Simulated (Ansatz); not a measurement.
This log comes from Ansatz, run on BeSe (started from an entry of an open crystallographic database). Cell and atoms come from a relaxation with r2SCAN.

Structure:
```cif
data_structure
_symmetry_space_group_name_H-M 'P 1'
_symmetry_Int_Tables_number 1
_cell_length_a 3.6501
_cell_length_b 3.6501
_cell_length_c 3.6501
_cell_angle_alpha 60.000
_cell_angle_beta 60.000
_cell_angle_gamma 60.000
_cell_volume 34.39
loop_
_atom_site_label
_atom_site_type_symbol
_atom_site_fract_x
_atom_site_fract_y
_atom_site_fract_z
_atom_site_occupancy
Be1 Be 0.00000 0.00000 0.00000 1
Se1 Se 0.25000 0.25000 0.25000 1
```

The output, standing remarks left out:
```
scf.n_extra_bands = 4 over 9 filled bands (N_el = 18.0): the run solves 13 bands
Pseudopotential: Be, paw, valence charge 2, recommended cutoff 420 eV (normal)
Pseudopotential: Se, paw, valence charge 16, recommended cutoff 420 eV (normal)
Functional definition: unnamed
ε∞ on k-mesh 4×4×4 of a primitive cell: xx 6.0132, yy 6.0132, zz 6.0132; 3/Tr ε∞, of that cell with its empty space = 0.16630113615730366
Crystal: 2 atoms, lattice volume = 34.388 Å³
Basis set: ecut = 420 eV, 645 PW (Γ)
Symmetry: 24 space group operations
Space group: F-43m (ITA 216)
k-points: 16 of 216 (time reversal used)
[warm-up without exact exchange]
SCF 1 stopped early in 2 iterations: F = -5563.432092 eV  dr2 = 5.26e-6
[exact exchange on]
preconditioner: auto → none  [insulator: Δε(μ)=3.654 eV  ℏωp=17.9 eV]
SCF 2 stopped early in 5 iterations: F = -5564.604710 eV  dr2 = 7.37e-7
hybrid outer 1: dexx = +1.293e-3 eV, tail = 1.13e-5 eV
SCF 3 converged in 3 iterations: F = -5564.604765 eV  dr2 = 2.71e-9
hybrid outer 2: dexx = +1.503e-7 eV, tail = 8.21e-9 eV, Δε = 1.10e-3 eV
hybrid SCF converged: 2 outer / 8 inner (+2 warm-up)
Free energy (F): -5564.604765 eV
Fermi energy:    6.231649 eV
--- Per-component energies (eV) ---
  E_band       = -423.729518
  E_kinetic    = 138.525449
  E_local      = -2531.914795
  E_nonlocal   = -592.251538
  E_hartree    = 1250.421932
  E_xc         = -105.141596
  E_vxc        = -101.209231
  E_exx        = -52.259155
  E_paw        = -1937.026323
  E_vpaw       = 266.796642
  E_ewald      = -1734.221242
  E_core_change = -0.736971
--- Forces (eV/Å), atoms counted from 1 ---
  atom   1  Be      0.00000      0.00000      0.00000
  atom   2  Se      0.00000      0.00000      0.00000
--- Stress (GPa, compression-positive) ---
       -0.221766       0.000000       0.000000
        0.000000      -0.221766       0.000000
        0.000000       0.000000      -0.221766
  P = ⅓ Tr σ = -0.2218 GPa (-2.218 kbar)
--- Band table (eV; the first three rows and the last of 16) ---
  k-point 0: bands = […, -42.8880, -42.8880, -8.4174, 6.2316, 6.2316, 6.2316, 11.6826, 12.4251, 12.4251, 12.4251]
  k-point 1: bands = […, -42.8880, -42.8880, -8.1324, 4.1233, 5.8765, 5.8765, 11.9045, 13.0011, 13.0011, 14.3030]
  k-point 2: bands = […, -42.8879, -42.8879, -7.4367, 1.3666, 5.3257, 5.3257, 11.7408, 13.4679, 13.4679, 16.9575]
  k-point 15: bands = […, -42.8882, -42.8875, -6.4659, 1.2318, 2.6252, 2.9295, 11.9334, 13.3214, 16.4673, 17.2055]
```

Levels at the listed points, from bands.tsv (eV from the Fermi energy, bands near the gap, counted from 0):
```tsv
# k_distance	band_4	band_5	band_6	band_7	band_8	band_9	band_10	band_11	band_12
# fermi_ev = 6.231649
# [0, 0, 0] at k_distance = 0.000000
# [-0.5, -0.5, 0] at k_distance = 1.217183
# [-0.375, -0.375, 0.25] at k_distance = 1.647522
# [-0.375, 0, 0.375] at k_distance = 2.392892
# [0, 0, 0.5] at k_distance = 3.138261
# [-0.5, -0.25, 0.25] at k_distance = 3.998939
# [0, 0.5, 0.5] at k_distance = 5.359791
# levels_relative_to = fermi_ev
0.000	-49.120	-14.649	0.000	0.000	0.000	5.451	6.193	6.193	6.193
1.217	-49.119	-12.726	-5.417	-2.794	-2.794	3.657	5.279	13.190	13.190
1.648	-49.119	-12.744	-4.970	-4.229	-2.330	4.823	8.015	11.086	11.430
2.393	-49.119	-12.744	-4.970	-4.229	-2.330	4.823	8.015	11.086	11.430
3.138	-49.119	-13.217	-6.064	-1.130	-1.130	5.428	7.168	7.168	11.243
3.999	-49.119	-12.688	-4.715	-4.008	-3.448	7.252	8.418	8.588	9.288
5.360	-49.119	-12.726	-5.417	-2.794	-2.794	3.657	5.279	13.190	13.190
```
In order the rows are Γ, X, U, K, L, W, X.

Problem. Write the input file that gave this output.

Solution.
```yaml
crystal:
  # lattice and atoms as above
  host: atoms
kpoints:
  mp_grid: { grid: [6, 6, 6] }
  band_path:
    path:
      - [0.0, 0.0, 0.0]
      - [-0.5, -0.5, 0.0]
      - [-0.375, -0.375, 0.25]
      - [-0.375, 0.0, 0.375]
      - [0.0, 0.0, 0.5]
      - [-0.5, -0.25, 0.25]
      - [0.0, 0.5, 0.5]
    npoints: 1
hamiltonian:
  xc:
    exchange: pbe
    correlation: pbe
    exx: { coeff: inverse_dielectric }
scf:
  occupations: { method: fixed }
  n_extra_bands: 4
output:
  forces: true
  stress: true
  eigenvalues: true
```
The exchange loop and the term E_exx show exact exchange. A single point prints forces and stress when the output block asks for them. Keys that aren't typed take their defaults; thresholds and the kind of smearing can't be read off these lines.

Command: `ansatz run input.yaml --threads 2 --pin off --max-ram 2211MiB --backend cpu --events-out ev --progress --plain --runs-dir out`. It took 42 s on 2 threads of Arm Neoverse V1, with other jobs on the host, load about 0.5 per core; peak host memory 1.1 GiB.

Calculated for a static, non-magnetic cell.

The runs are scalar-relativistic, without spin-orbit coupling.

The stress of a hybrid is loosely converged in these runs.

The meshes of the hybrids are coarse, so their gaps aren't converged to the digits shown.
